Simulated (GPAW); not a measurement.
# InAs (F-43m) in GPAW: a series of runs

The runs below take InAs through eps q, Fermi surface, with RPBE, optPBE-vdW.

All numbers are computed with GPAW 26.7.0; they aren't measurements. Logs are shortened: lines on timing, memory, paths and dates and some standing lists are left out, and cuts for length are marked. The log counts tension as positive stress, the text compression.

**Experimental background.**

From a printed reference work, data compilation, for a bulk crystal of InAs at 4.2 K: band gap 0.418 eV (direct).

The results are compared with them further down.

## Step 1: The crystal as given

It takes space group F-43m (No. 216, cubic). The conventional cell has a = 6.036 Å, b = 6.036 Å, c = 6.036 Å, α = 90.00°, β = 90.00°, γ = 90.00°. In (site symmetry -43m) is surrounded by 4 As at 2.61 Å. As (site symmetry -43m) has 4 In at 2.61 Å as nearest neighbours.

## Step 2: Eps q, RPBE

Contents of run.py:

```python
import numpy as np
from ase.dft.bandgap import bandgap
from ase.io import read, write
from gpaw import GPAW, PW
from gpaw.response.df import DielectricFunction

atoms = read('POSCAR')

calc = GPAW(mode=PW(450),
            xc='RPBE',
            kpts={'size': (6, 6, 6), 'gamma': True},
            occupations={'name': 'fermi-dirac', 'width': 0.05},
            nbands=18,
            convergence={'density': 1e-06},
            maxiter=150,
            txt='gpaw.txt')
atoms.calc = calc
energy = atoms.get_potential_energy()
calc.write('gs.gpw')
write('result.traj', atoms)
print(f'Energy: {energy:.6f} eV')
print('Fermi level:', round(calc.get_fermi_level(), 4), 'eV')
print(f'Gap: {bandgap(calc)[0]:.4f} eV, direct: {bandgap(calc, direct=True)[0]:.4f} eV')

dense = calc.fixed_density(kpts={'size': (12, 12, 12), 'gamma': True},
                           nbands=35, convergence={'bands': 29},
                           update_fermi_level=True, txt='dense.txt')
dense.write('dense.gpw', mode='all')

df = DielectricFunction('dense.gpw', frequencies=np.array([0.0]), hilbert=False, eta=0.001,
                        ecut=50, nbands=29, txt='df.txt')
for q_c in [[0.0833333333, 0.0, 0.0], [0.1666666667, 0.0, 0.0], [0.25, 0.0, 0.0], [0.3333333333, 0.0, 0.0], [0.5, 0.0, 0.0], [0.75, 0.0, 0.0], [0.9166666667, 0.0, 0.0], [0.0833333333, 0.0833333333, 0.0], [0.1666666667, 0.1666666667, 0.0], [0.25, 0.25, 0.0], [0.3333333333, 0.3333333333, 0.0], [0.5, 0.5, 0.0], [0.75, 0.75, 0.0], [0.9166666667, 0.9166666667, 0.0]]:
    e0, e = df.get_dielectric_function(xc='RPA', q_c=q_c, filename=None)
    q = np.linalg.norm(2 * np.pi * np.array(q_c) @ atoms.cell.reciprocal())
    print(q_c, f'|q| = {q:.4f} 1/A: eps {e0[0].real:.4f} without, {e[0].real:.4f} with local fields')
```

Contents of POSCAR:

```
InAs
1.0
    0.0000000000      3.0180000000      3.0180000000
    3.0180000000      0.0000000000      3.0180000000
    3.0180000000      3.0180000000      0.0000000000
In As
1 1
Direct
    0.0000000000      0.0000000000      0.0000000000
    0.7500000000      0.7500000000      0.7500000000
```

Potentials or basis: the program's PAW data sets (release 1.2.1) made for this functional, pw.

Started as:

```bash
> OMP_NUM_THREADS=1 python run.py
```

gpaw.txt:

```text
__  _  _
 | _ |_)|_||  |
 |__||  | ||/\| - 26.7.0

Input parameters:
  mode=PW(ecut=450.00000000000006),
  convergence={'density': 1e-06},
  kpts=MonkhorstPack(size=(6, 6, 6), gamma=True),
  maxiter=150,
  nbands=18,
  occupations=Occupations(name='fermi-dirac', width=0.05),
  xc=XC(name='RPBE')

Diagonalizing LCAO Hamiltonian
Converting LCAO to pw mode

                     As

       In

Atoms  # Å, Bohr magnetons
|   | symbol |        x |        y |        z |    initial magnetic moments |
|---|--------|----------|----------|----------|-----------------------------|
| 0 |     In | 0.000000 | 0.000000 | 0.000000 | ( 0.0000,  0.0000,  0.0000) |
| 1 |     As | 4.527000 | 4.527000 | 4.527000 | ( 0.0000,  0.0000,  0.0000) |

Unit cell  # Å
| periodic |        x |        y |        z |  lengths |    angles |
|----------|----------|----------|----------|----------|-----------|
|      yes | 0.000000 | 3.018000 | 3.018000 | 4.268097 | 60.000000 |
|      yes | 3.018000 | 0.000000 | 3.018000 | 4.268097 | 60.000000 |
|      yes | 3.018000 | 3.018000 | 0.000000 | 4.268097 | 60.000000 |

Number of symmetries: 24
Symmetry operations  # r_c * U_cc + t_c -> r_c
|    | kind |            matrix            |
|----|------|------------------------------|
|  0 |  E   |  1, 0, 0,  0, 1, 0,  0, 0, 1 |
|  1 |  σ   |  1, 0, 0,  0, 0, 1,  0, 1, 0 |
|  2 |  σ   |  1, 0,-1,  0, 1,-1,  0, 0,-1 |
|  3 |  C3  |  1, 0,-1,  0, 0,-1,  0, 1,-1 |
|  4 |  C3  |  1,-1, 0,  0,-1, 1,  0,-1, 0 |
|  5 |  σ   |  1,-1, 0,  0,-1, 0,  0,-1, 1 |
|  6 |  σ   |  0, 1, 0,  1, 0, 0,  0, 0, 1 |
|  7 |  C3  |  0, 1, 0,  0, 0, 1,  1, 0, 0 |
|  8 |  C2  |  0, 1,-1,  1, 0,-1,  0, 0,-1 |
|  9 |  S4  |  0, 1,-1,  0, 0,-1,  1, 0,-1 |
| 10 |  C3  |  0, 0, 1,  1, 0, 0,  0, 1, 0 |
| 11 |  σ   |  0, 0, 1,  0, 1, 0,  1, 0, 0 |
| 12 |  S4  |  0, 0,-1,  1, 0,-1,  0, 1,-1 |
| 13 |  C3  |  0, 0,-1,  0, 1,-1,  1, 0,-1 |
| 14 |  S4  |  0,-1, 1,  1,-1, 0,  0,-1, 0 |
| 15 |  C2  |  0,-1, 1,  0,-1, 0,  1,-1, 0 |
| 16 |  C3  |  0,-1, 0,  1,-1, 0,  0,-1, 1 |
| 17 |  S4  |  0,-1, 0,  0,-1, 1,  1,-1, 0 |
| 18 |  S4  | -1, 1, 0, -1, 0, 1, -1, 0, 0 |
| 19 |  C3  | -1, 1, 0, -1, 0, 0, -1, 0, 1 |
| 20 |  C3  | -1, 0, 1, -1, 1, 0, -1, 0, 0 |
| 21 |  S4  | -1, 0, 1, -1, 0, 0, -1, 1, 0 |
| 22 |  σ   | -1, 0, 0, -1, 1, 0, -1, 0, 1 |
| 23 |  C2  | -1, 0, 0, -1, 0, 1, -1, 1, 0 |

BZ-sampling:
  Number of BZ points: 216
  Number of IBZ points: 16

  Monkhorst-Pack size: [6, 6, 6]
  Monkhorst-Pack shift: [0.08333333333333333, 0.08333333333333333, 0.08333333333333333]

K-points  # in reciprocal-cell coordinates
|     |                                coordinates |     weight |
|-----|--------------------------------------------|------------|
|   0 | (  0.00000000,   0.00000000,   0.00000000) | 0.00462963 |
|   1 | (  0.16666667,   0.16666667,   0.00000000) | 0.02777778 |
|   2 | (  0.16666667,   0.16666667,   0.16666667) | 0.03703704 |
|   3 | (  0.33333333,   0.16666667,   0.16666667) | 0.05555556 |
|   4 | (  0.33333333,   0.33333333,  -0.33333333) | 0.05555556 |
|   5 | (  0.33333333,   0.33333333,   0.00000000) | 0.02777778 |
|   6 | (  0.33333333,   0.33333333,   0.16666667) | 0.11111111 |
|   7 | (  0.33333333,   0.33333333,   0.33333333) | 0.03703704 |
|   8 | (  0.50000000,   0.33333333,  -0.33333333) | 0.11111111 |
|   9 | (  0.50000000,   0.33333333,  -0.16666667) | 0.05555556 |
| ... |                                            |            |
|  15 | (  0.50000000,   0.50000000,   0.50000000) | 0.01851852 |

Plane wave coefficients: 1243
Cutoff: 450.00000000000006 eV

Spin-components: 1 (collinear spins)
Bands:           18
Projectors:      11
Spin-degeneracy: 2
Datatype:        complex128

Density:
  Valence electrons: 18.0
  Components: 1
  Grid points: [21 21 21]
  Charge: 0.0  # |e|

Potential:
  Grid points: [21 21 21]

species:
  In:
    name:    Indium
    Z:       49.0
    valence: 13
    core:    36
    charge:  0.0  # [|e|]
    compensation charges:
      type: gauss
      rc: 0.36  # [Å]
      lmax: 2
    cutoffs:
      filter: 2.09  # [Å]
      core: 2.48  # [Å]
    projectors
    | kind |    occ | energy [eV] | rcut [Å] |
    |------|--------|-------------|----------|
    |   5s |  2.000 |      -8.122 |    1.185 |
    |   5p |  1.000 |      -2.465 |    1.244 |
    |   4d | 10.000 |     -18.638 |    1.148 |
    |    s |        |      19.089 |    1.185 |
    |    p |        |      24.746 |    1.244 |
    |    d |        |       8.573 |    1.148 |

    Using partial waves for In as LCAO basis

  As:
    name:    Arsenic
    Z:       33.0
    valence: 5
    core:    28
    charge:  0.0  # [|e|]
    compensation charges:
      type: gauss
      rc: 0.33  # [Å]
      lmax: 2
    cutoffs:
      filter: 1.87  # [Å]
      core: 2.96  # [Å]
    projectors
    | kind |    occ | energy [eV] | rcut [Å] |
    |------|--------|-------------|----------|
    |   4s |  2.000 |     -14.426 |    1.058 |
    |   4p |  3.000 |      -5.163 |    1.058 |
    |    s |        |      12.785 |    1.058 |
    |    p |        |      22.048 |    1.058 |
    |    d |        |       0.000 |    1.058 |

    Using partial waves for As as LCAO basis

Reference energy: -221493.392691  # eV

eigensolver:
  PPCG
  Converge bands: occupied
  niter=2

density mixing:
  MSR1-Mixer
  Pratt-step length: 0.05
  Maximum mixing coefficient: 0.75
  Old densities: 10
  SVD Regularization: 0.005
  Good broyden scale: 1.0
  Trust region scale: 1.0
  Backstep threshold: 4.0
  History deletion threshold: 6.0
  Fourier metric: weight=20.0, sigma=0.015

occupation numbers:
  Fermi-Dirac:
    width: 0.0500  # eV

poisson solver:
  ecut: 3600.0000000000005  # eV

xc functional:
  name: RPBE with 2 nearest neighbor stencil

convergence criteria:
- Maximum integral of absolute [dens]ity change: 1e-06 electrons / valence electron
- Maximum [total energy] change in last 3 cyles: 0.0005 eV / valence electron
- Maximum integral of absolute [eigenst]ate change: 4e-08 eV^2 / valence electron
maximum number of iterations: 150

SCF iterations
|iter     | |      energy | eigst |  dens |
|---------|-|-------------|-------|-------|
|iter:   1| |   -7.322824 | -0.54 |       |
|iter:   2| |   -7.277624 | -2.49 | -1.16 |
|iter:   3| |   -7.116063 | -1.95 | -1.20 |
|iter:   4| |   -7.120100 | -3.32 | -1.80 |
|iter:   5| |   -7.120765c| -4.08 | -2.30 |
|iter:   6| |   -7.120829c| -5.42 | -3.08 |
|iter:   7| |   -7.120840c| -6.32 | -3.49 |
|iter:   8| |   -7.120840c| -7.70c| -4.42 |
|iter:   9| |   -7.120840c| -7.57c| -4.94 |
|iter:  10| |   -7.120840c| -8.58c| -5.65 |
|iter:  11| |   -7.120840c| -9.28c| -6.30c|

Converged in 11 steps
Energy contributions relative to reference atoms: (reference = -221493.392691)

Energy contributions:
  Kinetic:          29.169919
  Coulomb:         -26.592763
  Zero:              0.218201
  External:          0.000000
  Xc:               -9.915663
  Entropy:          -0.001066
  Spinorbit:         0.000000
  ----------------------------
  Free energy:      -7.121373
  Extrapolated:     -7.120840

dipole moment: (-17.067219, -17.067219, -17.067219)  # |e|*Ang

Fermi level: 5.069
Eigenvalues  # (at kpt = [0.000, 0.000, 0.000])
| band index |      eig [eV] | occ [0-2] |
|------------|---------------|-----------|
|          0 |        -9.320 |     2.000 |
|        ... |               |           |
|          2 |        -9.320 |     2.000 |
|          3 |        -9.193 |     2.000 |
|          4 |        -9.193 |     2.000 |
|          5 |        -6.832 |     2.000 |
|          6 |         4.986 |     1.679 |
|          7 |         5.020 |     1.448 |
|          8 |         5.020 |     1.448 |
|          9 |         5.020 |     1.448 |
|         10 |         8.951 |     0.000 |
|         11 |         8.951 |     0.000 |
|         12 |         8.951 |     0.000 |
|         13 |        12.802 |     0.000 |
|         14 |        14.737 |     0.000 |
|         15 |        14.737 |     0.000 |
|         16 |        15.632 |     0.000 |
|         17 |        15.632 |     0.000 |

No gap
No difference between direct/indirect transitions
# Writing to gs.gpw (mode='')
```

df.txt:

```text
FrequencyGridDescriptor(from 0.000 to 0.000 eV, 1 points)
FrequencyGridDescriptor(from 0.000 to 0.000 eV, 1 points)

Calculating chi0 body with:
    Ground state adapter containing:
    Number of spins: 1
    Number of kpoints: 1728
    Number of irreducible kpoints: 72
    Number of completely occupied states: 6
    Number of partially occupied states: 10

    Linear response parametrization:
    q_c: [0.0833333333, 0.0, 0.0]
    Number of frequency points: 1
    Planewave cutoff: 50.0
    Number of bands: 29
    Number of planewaves: 55
    Broadening (eta): 0.001

Integrating chi0 body.
[... 18 lines left out ...]
    Linear response parametrization:
    q_c: [0.1666666667, 0.0, 0.0]
    Number of frequency points: 1
    Planewave cutoff: 50.0
    Number of bands: 29
    Number of planewaves: 52
    Broadening (eta): 0.001

Integrating chi0 body.

Symmetries of q_c:
    Direct symmetries (Uq -> q): 6
    Indirect symmetries (TUq -> q): 0
In total 6 allowed symmetries.

Integral kind: response function

Finished calculating chi0

[... 11 further blocks of this kind ...]
Calculating chi0 body with:
    Ground state adapter containing:
    Number of spins: 1
    Number of kpoints: 1728
    Number of irreducible kpoints: 72
    Number of completely occupied states: 6
    Number of partially occupied states: 10

    Linear response parametrization:
    q_c: [0.9166666667, 0.9166666667, 0.0]
    Number of frequency points: 1
    Planewave cutoff: 50.0
    Number of bands: 29
    Number of planewaves: 55
    Broadening (eta): 0.001

Integrating chi0 body.

Symmetries of q_c:
    Direct symmetries (Uq -> q): 4
    Indirect symmetries (TUq -> q): 4
In total 8 allowed symmetries.

Integral kind: response function

Finished calculating chi0
```

It took 3.9 min on 1 thread of Arm Neoverse V2, shared host; peak memory 0.33 GiB.

Results:

```
Free energy            : -7.1214 eV
Band gap on the k mesh : none (metal or under the smearing width)
```

Caveat: this crystal is a semiconductor, whose small gap the functional closes, so the metal is an error of the method.

(Continued in part 2 of 2.)
